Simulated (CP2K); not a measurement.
**HfC in CP2K: the effect of functional**

Crystal: HfC.

```xyz
2
Lattice="2.4394 0.0000 0.0000 0.0000 4.6950 0.0000 0.0000 0.0000 2.5623" Properties=species:S:1:pos:R:3 pbc="T T T"
Hf    0.0000    0.0000    0.0000
C     0.0000    2.3475    1.9217
```

The cell was built by a generator and needn't be a form met in nature.

Alike in all runs:

* Program: CP2K 2026.2
* Task: single point
* Potentials or basis: POTENTIAL_UZH Hf GTH-PBE-q12, C GTH-PBE-q4; TZVP-MOLOPT-PBE-GTH basis
* Density cutoff: 9184 eV
* k mesh: 11 × 6 × 10
* Occupations: fermi-dirac, width 0.05 eV
* Spin: no spin polarisation

| functional | pressure (GPa) | largest force (eV/Å) |
| --- | --- | --- |
| LDA | 3.3 | 0.10 |
| PBEsol | 5.6 | 0.12 |
| WC | ? | ? |
| BEEF-vdW | 11.9 | 0.10 |
| HLE16 | -20.7 | 0.10 |
| MS2 | 10.7 | 0.04 |

**Question.** What does the run with functional WC give?

**Answer.** Pressure 6.2 GPa; largest force 0.11 eV/Å.

Caveats: the potentials were made for another functional, which shifts forces and pressure; the basis of atomic orbitals isn't converged, which shifts pressures, moduli and gaps; the potentials were made for a functional far from this one (some runs).

Runs at the PBE level aren't shown here.
